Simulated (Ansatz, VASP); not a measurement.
## PtSe2 (Sudovikovite): VASP beside Ansatz

INCAR

```
SYSTEM = PtSe2
  PREC = Accurate
  ENCUT = 520
  EDIFF = 1E-7
  ISMEAR = -1
  SIGMA = 0.05
  LREAL = .FALSE.
  LASPH = .TRUE.
  NELM = 60
  ALGO = Normal
  ISIF = 2
  LWAVE = .FALSE.
  LCHARG = .TRUE.
  GGA = PS
  LELF = .TRUE.
  LVHAR = .TRUE.
  NBANDS = 18
```

The input KPOINTS:

```
regular mesh
0
G
  8 8 5
  0 0 0
```

POSCAR

```
PtSe2
1.0
    3.6990059583      0.0000000000      0.0000000000
   -1.8495029792      3.2034331287      0.0000000000
    0.0000000000      0.0000000000      5.0280258220
Pt Se
1 2
Direct
    0.0000000000      0.0000000000      0.0000000000
    0.6666666667      0.3333333333      0.7500000000
    0.3333333333      0.6666666667      0.2500000000
```

The input input.yaml:

```yaml
crystal:
  lattice:
    - [3.6990059583, 0.0, 0.0]
    - [-1.8495029792, 3.2034331287, 0.0]
    - [0.0, 0.0, 5.028025822]
  atoms:
    - { symbol: Pt, position: [0.0, 0.0, 0.0] }
    - { symbol: Se, position: [0.6666666667, 0.3333333333, 0.75] }
    - { symbol: Se, position: [0.3333333333, 0.6666666667, 0.25] }
kpoints:
  mp_grid: { grid: [8, 8, 5] }
scf:
  occupations: { method: fermi_dirac, width: 0.05 }
hamiltonian:
  xc: pbesol
  pseudopotentials: { kind: all_electron, lapw: { basis_error: 0.002 } }
output:
  forces: true
  stress: true
  eigenvalues: true
```

Change from the starting cell: volume scaled by 0.98.

Alike in both runs: task single point; functional PBEsol; k mesh 8 × 8 × 5; occupations fermi-dirac, width 0.05 eV; no spin polarisation.

|  | VASP | Ansatz |
| --- | --- | --- |
| version | VASP 6.6.1 | Ansatz 0.2.0 |
| potentials or method | VASP PAW PBE potentials, release 64 (Pt, Se) | all-electron LAPW, scalar-relativistic |
| plane-wave cutoff (eV) | 520 | see its input |

|  | VASP | Ansatz | Ansatz less VASP |
| --- | --- | --- | --- |
| gap on the k mesh at the Fermi level (eV) | none | none | - |
| pressure (GPa) | 5.1 | 5.0 | -0.10 |
| largest component of the traceless stress (GPa) | 1.68 | 1.64 | -0.034 |
| rms of the force components (eV/Å) | 0.294 | 0.284 | -0.0102 |

Atom by atom the forces differ by 0.010 eV/Å (rms over components). A gap of «none» marks a metal or a gap that the smearing closes. Ansatz ran all-electron here, so the differences hold the error of VASP's frozen core and of both bases.

Caveats: the PAW data sets were made with another functional, which shifts forces and pressure a little (VASP). Spin-orbit coupling is left out, which matters for the levels of Pt.
